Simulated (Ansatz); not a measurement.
As in Ansatz: the effect of functional

Crystal: As.

```xyz
2
Lattice="1.8933 1.0931 3.5373 -1.8933 1.0931 3.5373 0.0000 -2.1861 3.5373" Properties=species:S:1:pos:R:3 pbc="T T T"
As    0.0000    0.0000    2.3983
As    0.0000    0.0000    8.2137
```

The cell isn't the ideal one: volume scaled by 1.02.

Alike in all runs:

- Program: Ansatz 0.2.0
- Task: single point
- Potentials or basis: Ansatz PAW
- k mesh: 9 × 9 × 9
- Occupations: fermi-dirac, width 0.05 eV
- Spin: no spin polarisation

| functional | cutoff | pressure (GPa) | largest force (eV/Å) |
| --- | --- | --- | --- |
| LDA | 420 eV (not typed: the program's choice for these potentials) | -2.8 | 0.13 |
| PBEsol | 420 eV (not typed: the program's choice for these potentials) | -1.2 | 0.24 |
| r2SCAN | 500 eV (not typed: the program's choice for these potentials) | ? | ? |

Task: What does the run with functional r2SCAN give?

Result: Pressure 0.3 GPa; largest force 0.02 eV/Å.

Caveats: the PAW data sets come from PBE, with cores solved anew for the run's functional, which leaves a small shift of forces and pressure.
